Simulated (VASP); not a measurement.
# CdTe (F-43m) in VASP: further runs

One crystal, CdTe, is run at these levels: PBE, HSE06; tasks: Wannier functions by SCDM, dielectric tensor.

Program: VASP 6.6.1. These are calculated values, not measurements. Logs are shortened: lines on timing, memory, paths and dates and some standing lists are left out, and cuts for length are marked.

## Step 1: The structure

Symmetry: F-43m, No. 216, cubic system. Conventional cell: a = 6.410 Å, b = 6.410 Å, c = 6.410 Å, α = 90.00°, β = 90.00°, γ = 90.00°. Te (site symmetry -43m) is surrounded by 4 Cd at 2.78 Å. Cd (site symmetry -43m) has 4 Te at 2.78 Å as nearest neighbours.

## Step 2: Wannier functions by SCDM, PBE

The input, POSCAR:

```
CdTe
1.0
    0.0000000000      3.2050000000      3.2050000000
    3.2050000000      0.0000000000      3.2050000000
    3.2050000000      3.2050000000      0.0000000000
Te Cd
1 1
Direct
    0.7500000000      0.7500000000      0.7500000000
    0.0000000000      0.0000000000      0.0000000000
```

The input, INCAR.step1:

```
PREC = Accurate ; ENCUT = 520
EDIFF = 1E-6 ; ISMEAR = 0
SIGMA = 0.02 ; LREAL = F
LASPH = T ; NELM = 80
ALGO = Normal ; ISIF = 2
LWAVE = T ; LCHARG = T
GGA = PE
```

The input, INCAR.step2:

```
PREC = Accurate ; ENCUT = 520
EDIFF = 1E-6 ; ISMEAR = 0
SIGMA = 0.02 ; LREAL = F
LASPH = T ; NELM = 80
ALGO = Normal ; ISIF = 2
LWAVE = F ; LCHARG = F
GGA = PE ; ISTART = 1
ICHARG = 11 ; ISYM = -1
NUM_WANN = 9 ; LSCDM = T
```

The input, KPOINTS:

```
regular mesh
0
Gamma
  4 4 4
```

The input, KPOINTS_OPT:

```
path GXWKGLUWLK,UX
12
line-mode
reciprocal
 0.0000000000  0.0000000000  0.0000000000  G
 0.5000000000  0.0000000000  0.5000000000  X

 0.5000000000  0.0000000000  0.5000000000  X
 0.5000000000  0.2500000000  0.7500000000  W

 0.5000000000  0.2500000000  0.7500000000  W
 0.3750000000  0.3750000000  0.7500000000  K

 0.3750000000  0.3750000000  0.7500000000  K
 0.0000000000  0.0000000000  0.0000000000  G

 0.0000000000  0.0000000000  0.0000000000  G
 0.5000000000  0.5000000000  0.5000000000  L

 0.5000000000  0.5000000000  0.5000000000  L
 0.6250000000  0.2500000000  0.6250000000  U

 0.6250000000  0.2500000000  0.6250000000  U
 0.5000000000  0.2500000000  0.7500000000  W

 0.5000000000  0.2500000000  0.7500000000  W
 0.5000000000  0.5000000000  0.5000000000  L

 0.5000000000  0.5000000000  0.5000000000  L
 0.3750000000  0.3750000000  0.7500000000  K

 0.6250000000  0.2500000000  0.6250000000  U
 0.5000000000  0.0000000000  0.5000000000  X
```

The input, KPOINTS_WAN:

```
path GXWKGLUWLK,UX
12
line-mode
reciprocal
 0.0000000000  0.0000000000  0.0000000000  G
 0.5000000000  0.0000000000  0.5000000000  X

 0.5000000000  0.0000000000  0.5000000000  X
 0.5000000000  0.2500000000  0.7500000000  W

 0.5000000000  0.2500000000  0.7500000000  W
 0.3750000000  0.3750000000  0.7500000000  K

 0.3750000000  0.3750000000  0.7500000000  K
 0.0000000000  0.0000000000  0.0000000000  G

 0.0000000000  0.0000000000  0.0000000000  G
 0.5000000000  0.5000000000  0.5000000000  L

 0.5000000000  0.5000000000  0.5000000000  L
 0.6250000000  0.2500000000  0.6250000000  U

 0.6250000000  0.2500000000  0.6250000000  U
 0.5000000000  0.2500000000  0.7500000000  W

 0.5000000000  0.2500000000  0.7500000000  W
 0.5000000000  0.5000000000  0.5000000000  L

 0.5000000000  0.5000000000  0.5000000000  L
 0.3750000000  0.3750000000  0.7500000000  K

 0.6250000000  0.2500000000  0.6250000000  U
 0.5000000000  0.0000000000  0.5000000000  X
```

Potentials or basis: VASP PAW PBE potentials, release 64 (Te, Cd).

Started as:

```console
$ cat potpaw_PBE.64/Te/POTCAR potpaw_PBE.64/Cd/POTCAR > POTCAR
$ cp INCAR.step1 INCAR
$ mpirun -np 1 vasp_std > vasp.out
$ cp INCAR.step2 INCAR
$ mpirun -np 1 vasp_std > vasp.out
```

OUTCAR:

```text
PREC = Accurate
   ENCUT = 520
   EDIFF = 1E-6
   ISMEAR = 0
   LREAL = F
   LASPH = T
   NELM = 80
   ISIF = 2
   GGA = PE
   ISTART = 1
   ICHARG = 11
   ISYM = -1

 ion  position               nearest neighbor table
   1  0.750  0.750  0.750-   2 2.78   2 2.78   2 2.78   2 2.78
   2  0.000  0.000  0.000-   1 2.78   1 2.78   1 2.78   1 2.78

IMPORTANT INFORMATION: All symmetrisations will be switched off!
NOSYMM: (Re-)initialisation of all symmetry stuff for point group C_1.

----------------------------------------------------------------------------------------

                                     Primitive cell

  volume of cell :      65.8437

  direct lattice vectors                    reciprocal lattice vectors
     0.000000000  3.205000000  3.205000000    -0.156006240  0.156006240  0.156006240
     3.205000000  0.000000000  3.205000000     0.156006240 -0.156006240  0.156006240
     3.205000000  3.205000000  0.000000000     0.156006240  0.156006240 -0.156006240

  length of vectors
     4.532554467  4.532554467  4.532554467     0.270210734  0.270210734  0.270210734

  position of ions in fractional coordinates (direct lattice)
     0.750000000  0.750000000  0.750000000
     0.000000000  0.000000000  0.000000000

  ion indices of the primitive-cell ions
   primitive index   ion index
                 1           1
                 2           2

----------------------------------------------------------------------------------------

 KPOINTS: regular mesh

Automatic generation of k-mesh.
 Grid dimensions read from file:
 generate k-points for:    4    4    4

 Generating k-lattice:

  Cartesian coordinates                     Fractional coordinates (reciprocal lattice)
    -0.039001560  0.039001560  0.039001560     0.250000000  0.000000000  0.000000000
     0.039001560 -0.039001560  0.039001560     0.000000000  0.250000000  0.000000000
     0.039001560  0.039001560 -0.039001560     0.000000000  0.000000000  0.250000000

  Length of vectors
     0.067552684  0.067552684  0.067552684

  Shift w.r.t. Gamma in fractional coordinates (k-lattice)
     0.000000000  0.000000000  0.000000000

 Subroutine IBZKPT returns following result:
 ===========================================

 Found     64 irreducible k-points:

 Following reciprocal coordinates:
            Coordinates               Weight
  0.000000  0.000000  0.000000      1.000000
  0.250000  0.000000  0.000000      1.000000
  0.500000  0.000000  0.000000      1.000000
 -0.250000  0.000000  0.000000      1.000000
  0.000000  0.250000  0.000000      1.000000
  0.250000  0.250000  0.000000      1.000000
[... 16 lines left out ...]
  0.500000  0.250000  0.250000      1.000000
 -0.250000  0.250000  0.250000      1.000000
 [... further k-points ...]
   k-points           NKPTS =     64   k-points in BZ     NKDIM =     64   number of bands    NBANDS=     13
   number of dos      NEDOS =    301   number of ions     NIONS =      2
   total plane-waves  NPLWV =  46656
   dimension x,y,z NGX =    36 NGY =   36 NGZ =   36
   dimension x,y,z NGXF=    72 NGYF=   72 NGZF=   72
   ions per type =               1   1
   NGX,Y,Z   is equivalent  to a cutoff of  13.20, 13.20, 13.20 a.u.
   NGXF,Y,Z  is equivalent  to a cutoff of  26.41, 26.41, 26.41 a.u.
 SYSTEM =  unknown system
   PREC   = accura    normal or accurate (medium, high low for compatibility)
   ISTART =      1    job   : 0-new  1-cont  2-samecut
   ICHARG =     11    charge: 1-file 2-atom 10-const
   ISPIN  =      1    spin polarized calculation?
   LNONCOLLINEAR =      F non collinear calculations
   LSORBIT =      F    spin-orbit coupling
   LASPH  =      T    aspherical Exc in radial PAW
   ENCUT  =  520.0 eV  38.22 Ry    6.18 a.u.   8.43  8.43  8.43*2*pi/ulx,y,z
   NELM   =     80;   NELMIN=  2; NELMDL=  0     # of ELM steps
   EDIFF  = 0.1E-05   stopping-criterion for ELM
   LREAL  =      F    real-space projection
   EDIFFG = 0.1E-04   stopping-criterion for IOM
   NSW    =      0    number of steps for IOM
   IBRION =     -1    ionic relax: 0-MD 1-quasi-New 2-CG
   NFREE  =      0    steps in history (QN), initial steepest desc. (CG)
   ISIF   =      2    stress and relaxation
   ISYM   =     -1    0-nonsym 1-usesym 2-fastsym
   POTIM  = 0.5000    time-step for ionic-motion
   TEBEG  =    0.0;   TEEND  =   0.0 temperature during run
   PSTRESS=    0.0 pullay stress
   NELECT =      18.0000    total number of electrons
   NUPDOWN=      -1.0000    fix difference up-down
   EMIN   =  10.00;   EMAX   =-10.00  energy-range for DOS
   EFERMI =   0.00;   METHOD = LEGACY
   ISMEAR =     0;   SIGMA  =   0.02  broadening in eV -4-tet -1-fermi 0-gaus
   EFERMI_NEDOS =   21; number of points for ismear=-14 and -15
   IALGO  =     38    algorithm
   IMIX   =      4    mixing-type and parameters
     AMIX     =   0.40;   BMIX     =  1.00
     AMIX_MAG =   1.60;   BMIX_MAG =  1.00
  volume/ion in A,a.u.               =      32.92       222.17
  Fermi-wavevector in a.u.,A,eV,Ry     =   1.062497  2.007828 15.359610  1.128899
  Thomas-Fermi vector in A             =   2.197950
   LORBIT       =      0    0 simple, 1 ext, 2 COOP (PROOUT), +10 PAW based schemes
   GGA     = PE    functional components
   LHFCALC =     F    Hartree Fock is set to
   AEXX    =    0.0000 exact exchange contribution
   IVDW    =     0    specifies the selected vdW correction
   LEPSILON=     F    determine dielectric tensor
   LRPA    =     F    only Hartree local field effects (RPA)
 non-spin polarized calculation
 Gauss-broadening in eV      SIGMA  =   0.02
  energy-cutoff  :      520.00
  volume of cell :       65.84
 maximum number of plane-waves:      1807
 NGX is ok and might be reduce to    36

 number of electron      17.9999995 magnetization

 Free energy of the ion-electron system (eV)
  ---------------------------------------------------
  ext. energy  EPLUGINS =         0.00000000
  ---------------------------------------------------
  free energy    TOTEN  =        -4.66112673 eV

  energy without entropy =       -4.66112673  energy(sigma->0) =       -4.66112673

 E-fermi :   2.7887     XC(G=0):  -8.7174

 val. band max:        2.6817175028   @ k =   0.0000   0.0000   0.0000
 cond. band min:       3.5438160591   @ k =   0.0000   0.0000   0.0000
 fundamental gap:      0.8620985563
 Fermi energy:         2.7886987398

 k-point     1 :       0.0000    0.0000    0.0000
  band No.  band energies     occupation
      1      -8.6816      2.00000
      2      -5.7561      2.00000
      3      -5.7561      2.00000
      4      -5.7561      2.00000
      5      -5.4706      2.00000
      6      -5.4706      2.00000
      7       2.6817      2.00000
      8       2.6817      2.00000
      9       2.6817      2.00000
     10       3.5438      0.00000
     11       7.2393      0.00000
     12       7.2393      0.00000
     13       7.2393      0.00000

 k-point     2 :       0.2500    0.0000    0.0000
  band No.  band energies     occupation
      1      -8.4661      2.00000
      2      -5.7170      2.00000
      3      -5.7170      2.00000
      4      -5.5467      2.00000
      5      -5.4712      2.00000
      6      -5.4712      2.00000
      7      -0.1426      2.00000
      8       2.2218      2.00000
      9       2.2218      2.00000
     10       4.7154      0.00000
     11       7.8105      0.00000
     12       7.8105      0.00000
     13       8.1121      0.00000

 k-point     3 :       0.5000    0.0000    0.0000
  band No.  band energies     occupation
      1      -8.2542      2.00000
      2      -5.6869      2.00000
      3      -5.6869      2.00000
      4      -5.4609      2.00000
      5      -5.4609      2.00000
      6      -5.0879      2.00000
      7      -1.9477      2.00000
      8       1.8536      2.00000
      9       1.8536      2.00000
     10       4.5197      0.00000
     11       7.8368      0.00000
     12       7.8368      0.00000
     13       9.7755      0.00000

 k-point     4 :      -0.2500    0.0000    0.0000
  band No.  band energies     occupation
      1      -8.4661      2.00000
      2      -5.7170      2.00000
      3      -5.7170      2.00000
      4      -5.5467      2.00000
      5      -5.4712      2.00000
      6      -5.4712      2.00000
      7      -0.1426      2.00000
      8       2.2218      2.00000
      9       2.2218      2.00000
     10       4.7154      0.00000
     11       7.8105      0.00000
     12       7.8105      0.00000
     13       8.1121      0.00000

 k-point     5 :       0.0000    0.2500    0.0000
  band No.  band energies     occupation
      1      -8.4661      2.00000
      2      -5.7170      2.00000
      3      -5.7170      2.00000
      4      -5.5467      2.00000
      5      -5.4712      2.00000
      6      -5.4712      2.00000
      7      -0.1426      2.00000
      8       2.2218      2.00000
      9       2.2218      2.00000
     10       4.7154      0.00000
     11       7.8105      0.00000
     12       7.8105      0.00000
     13       8.1121      0.00000
[... 257 lines left out ...]
 k-point    22 :       0.2500    0.2500    0.2500
  band No.  band energies     occupation
      1      -8.4661      2.00000
      2      -5.7170      2.00000
      3      -5.7170      2.00000
      4      -5.5467      2.00000
      5      -5.4712      2.00000
      6      -5.4712      2.00000
      7      -0.1426      2.00000
      8       2.2218      2.00000
      9       2.2218      2.00000
     10       4.7154      0.00000
     11       7.8105      0.00000
     12       7.8105      0.00000
     13       8.1121      0.00000

 k-point    23 :       0.5000    0.2500    0.2500
  band No.  band energies     occupation
      1      -8.2571      2.00000
      2      -5.6685      2.00000
      3      -5.6671      2.00000
      4      -5.4799      2.00000
      5      -5.4798      2.00000
      6      -5.1786      2.00000
      7      -1.1720      2.00000
      8       0.3996      2.00000
      9       1.8195      2.00000
     10       5.8722      0.00000
     11       7.8944      0.00000
     12       8.3937      0.00000
     13       8.5285      0.00000

 k-point    24 :      -0.2500    0.2500    0.2500
  band No.  band energies     occupation
      1      -8.1903      2.00000
      2      -5.6512      2.00000
      3      -5.6296      2.00000
      4      -5.5171      2.00000
      5      -5.4533      2.00000
      6      -5.0305      2.00000
      7      -1.5647      2.00000
      8       0.4758      2.00000
      9       1.2117      2.00000
     10       5.6418      0.00000
     11       7.2224      0.00000
     12       8.8841      0.00000
     13       9.4578      0.00000

 [... further k-points ...]

------------------------ aborting loop because EDIFF is reached ----------------------------------------

  FORCE on cell =-STRESS in cart. coord.  units (eV):
  Direction    XX          YY          ZZ          XY          YZ          ZX
  --------------------------------------------------------------------------------------
  -------------------------------------------------------------------------------------
  Total        1.9101457      1.9101434      1.9101271     -0.0000252      0.0000042     -0.0000055
  in kB       46.4796640     46.4796077     46.4792123     -0.0006132      0.0001020     -0.0001327
  external PRESSURE =      46.4794946 kB  Pullay stress =       0.0000000 kB

 VOLUME and BASIS-vectors are now :
 -----------------------------------------------------------------------------
  energy-cutoff  :      520.00
  volume of cell :       65.84
      direct lattice vectors                 reciprocal lattice vectors
     0.000000000  3.205000000  3.205000000    -0.156006240  0.156006240  0.156006240
     3.205000000  0.000000000  3.205000000     0.156006240 -0.156006240  0.156006240
     3.205000000  3.205000000  0.000000000     0.156006240  0.156006240 -0.156006240

 POSITION                                       TOTAL-FORCE (eV/Angst)
 -----------------------------------------------------------------------------------
      4.80750      4.80750      4.80750        -0.000002     -0.000002     -0.000001
      0.00000      0.00000      0.00000         0.000002      0.000002      0.000001
 -----------------------------------------------------------------------------------
    total drift:                                0.000001     -0.000000      0.000001

  FREE ENERGIE OF THE ION-ELECTRON SYSTEM (eV)
  ---------------------------------------------------
  free  energy   TOTEN  =        -4.6611267263 eV

  energy  without entropy=       -4.6611267263  energy(sigma->0) =       -4.66112673
```

Run time: 90 s. Hardware: 1 thread of Intel Xeon Platinum 8488C (Sapphire Rapids), shared host; peak memory 0.25 GiB.

Results:

| Item | Value |
| --- | --- |
| Band gap on the k mesh | 0.86 eV, direct |
| Band gap along the path | 0.86 eV, direct |
| RMS miss of the Wannier bands | 0.046 eV |

Levels at the corners of the path, in eV from the valence-band top:
```tsv
point	band 5	band 6	band 7	band 8	band 9	band 10	band 11	band 12	band 13
Γ	-8.15	-8.15	0.00	0.00	0.00	0.86	4.56	4.56	4.56
X	-8.12	-7.62	-4.48	-1.99	-1.99	2.52	2.65	9.03	9.29
X	-8.12	-7.62	-4.48	-1.99	-1.99	2.52	2.65	9.04	9.29
W	-8.15	-7.52	-4.36	-2.47	-2.35	4.36	4.66	5.59	6.27
W	-8.15	-7.52	-4.36	-2.47	-2.35	4.36	4.66	5.59	6.27
K	-8.14	-7.56	-4.38	-2.72	-1.65	2.86	4.56	7.40	7.52
K	-8.14	-7.56	-4.38	-2.72	-1.65	2.86	4.56	7.40	7.52
Γ	-8.15	-8.15	0.00	0.00	0.00	0.86	4.56	4.56	4.56
Γ	-8.15	-8.15	0.00	0.00	0.00	0.86	4.56	4.56	4.56
L	-8.14	-7.77	-4.63	-0.83	-0.83	1.84	5.15	5.15	7.09
L	-8.14	-7.77	-4.63	-0.83	-0.83	1.84	5.15	5.15	7.09
U	-8.14	-7.56	-4.38	-2.72	-1.65	2.86	4.56	7.40	7.52
U	-8.14	-7.56	-4.38	-2.72	-1.65	2.86	4.56	7.40	7.52
W	-8.15	-7.52	-4.36	-2.47	-2.35	4.36	4.66	5.59	6.27
W	-8.15	-7.52	-4.36	-2.47	-2.35	4.36	4.66	5.59	6.27
L	-8.14	-7.77	-4.63	-0.83	-0.83	1.84	5.15	5.15	7.09
L	-8.14	-7.77	-4.63	-0.83	-0.83	1.84	5.15	5.15	7.09
K	-8.14	-7.56	-4.38	-2.72	-1.65	2.86	4.56	7.40	7.52
U	-8.14	-7.56	-4.38	-2.72	-1.65	2.86	4.56	7.40	7.52
X	-8.12	-7.62	-4.48	-1.99	-1.99	2.52	2.65	9.03	9.29
```

Caveat: the k mesh is coarse (spacing up to 0.42 Å⁻¹), so the values aren't converged; spin-orbit coupling is left out, which moves the levels of the heavy elements.

(Part 1 of 2 ends here.)
